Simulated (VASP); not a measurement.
A run of VASP 6.6.1:

POSCAR

```
WS2
1.0
    3.1800000000      0.0000000000      0.0000000000
   -1.5900000000      2.7539607840      0.0000000000
    0.0000000000      0.0000000000     12.5000000000
W S
2 4
Direct
    0.6666666667      0.3333333333      0.7500000000
    0.3333333333      0.6666666667      0.2500000000
    0.6666666667      0.3333333333      0.3750000000
    0.3333333333      0.6666666667      0.8750000000
    0.6666666667      0.3333333333      0.1250000000
    0.3333333333      0.6666666667      0.6250000000
```

Contents of INCAR.step1:

```
PREC = Accurate ; ENCUT = 520
EDIFF = 1E-7 ; ISMEAR = 0
SIGMA = 0.02 ; LREAL = F
LASPH = T ; NELM = 80
ALGO = Normal ; ISIF = 2
LWAVE = F ; LCHARG = T
LMAXMIX = 4 ; GGA = PS
KPAR = 2
```

The input KPOINTS.step1:

```
regular mesh
0
Gamma
  10 10 4
```

The input INCAR.step2:

```
PREC = Accurate ; ENCUT = 520
EDIFF = 1E-7 ; ISMEAR = 0
SIGMA = 0.05 ; LREAL = F
LASPH = T ; NELM = 80
ALGO = Normal ; ISIF = 2
LWAVE = F ; LCHARG = F
LMAXMIX = 4 ; GGA = PS
ICHARG = 11 ; KPAR = 2
```

Contents of KPOINTS.step2:

```
path GMKGALHA,LM,KH
15
line-mode
reciprocal
 0.0000000000  0.0000000000  0.0000000000  G
 0.5000000000  0.0000000000  0.0000000000  M

 0.5000000000  0.0000000000  0.0000000000  M
 0.3333333333  0.3333333333  0.0000000000  K

 0.3333333333  0.3333333333  0.0000000000  K
 0.0000000000  0.0000000000  0.0000000000  G

 0.0000000000  0.0000000000  0.0000000000  G
 0.0000000000  0.0000000000  0.5000000000  A

 0.0000000000  0.0000000000  0.5000000000  A
 0.5000000000  0.0000000000  0.5000000000  L

 0.5000000000  0.0000000000  0.5000000000  L
 0.3333333333  0.3333333333  0.5000000000  H

 0.3333333333  0.3333333333  0.5000000000  H
 0.0000000000  0.0000000000  0.5000000000  A

 0.5000000000  0.0000000000  0.5000000000  L
 0.5000000000  0.0000000000  0.0000000000  M

 0.3333333333  0.3333333333  0.0000000000  K
 0.3333333333  0.3333333333  0.5000000000  H
```

Potentials or basis: VASP PAW PBE potentials, release 64 (W_sv, S).

Run with:

```console
$ cat potpaw_PBE.64/W_sv/POTCAR potpaw_PBE.64/S/POTCAR > POTCAR
$ cp INCAR.step1 INCAR
$ cp KPOINTS.step1 KPOINTS
$ mpirun -np 2 vasp_std > vasp.out
$ cp INCAR.step2 INCAR
$ cp KPOINTS.step2 KPOINTS
$ mpirun -np 2 vasp_std > vasp.out
```

Hardware: 2 MPI ranks on Intel(R) Xeon(R) Platinum 8375C CPU @ 2.90GHz (Ice Lake), with other jobs on the host.

Problem. How long does it take, and how much memory?

Solution. Wall time 3.1 min on 2 MPI ranks on Intel(R) Xeon(R) Platinum 8375C CPU @ 2.90GHz (Ice Lake), on a shared host, peak memory 0.46 GiB a rank. Counts: scf iterations 9, k points 135.
